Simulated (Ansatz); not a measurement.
Calculated ³³S NMR of the central transition for GeS at a changed volume

Cell: an entry of the Crystallography Open Database (COD), relaxed with PBE at fixed cell and then changed (volume scaled by 0.94, ions relaxed).

Space group Pnma (No. 62); a = 10.2563, b = 3.5667, c = 4.2093 Å.

```
site  Wyckoff  site symmetry       x       y       z
  Ge       4c            .m.  0.6174  0.2500  0.3758
   S       4c            .m.  0.8523  0.2500  0.4909
```

One atom of each set is listed.

Method: Kohn–Sham DFT in Ansatz, PBE, plane waves and PAW, scalar-relativistic, 420 eV cutoff, Γ-centred 5×12×10 k-points, Fermi–Dirac smearing 0.02 eV.

³³S has I = 3/2 and Q = -69.40 mb (Pyykkö 2018); at 16.4 T its Larmor frequency is ν₀ = 53.7 MHz. Only the quadrupole interaction is simulated: positions count from each site's isotropic chemical shift, and shift anisotropy, dipolar and J coupling are left out.

(1) What does the ³³S spectrum (static powder) show for each site?

## Answers

(1) 

| site | first shell | C_Q (MHz) | η | P_Q (MHz) | δ_QIS (ppm) | breadth (kHz) |
| --- | --- | --- | --- | --- | --- | --- |
| S | 3 Ge at 2.43–2.46 Å; also 3 Ge at 3.13–3.16 Å | 7.48 | 0.13 | 7.51 | -489 | 152 |

δ_QIS = −(ν_Q²/30ν₀²)[I(I+1) − 3/4](1 + η²/3) × 10⁶ ppm with ν_Q = 3|C_Q|/[2I(2I−1)]; it falls as 1/B₀² in ppm, and the breadth as 1/B₀ in kHz.

The relaxation (4 steps) took 3.1 min of wall time (3 min of CPU time) and 1 GiB at its peak, on 1 thread of Intel Xeon Platinum 8259CL CPU @ 2.50GHz (Skylake/Cascade Lake) (x86_64; 16 cores open to the job, memory cap 3.0 GiB, no GPU), a shared host with a load of 0.5 a core.
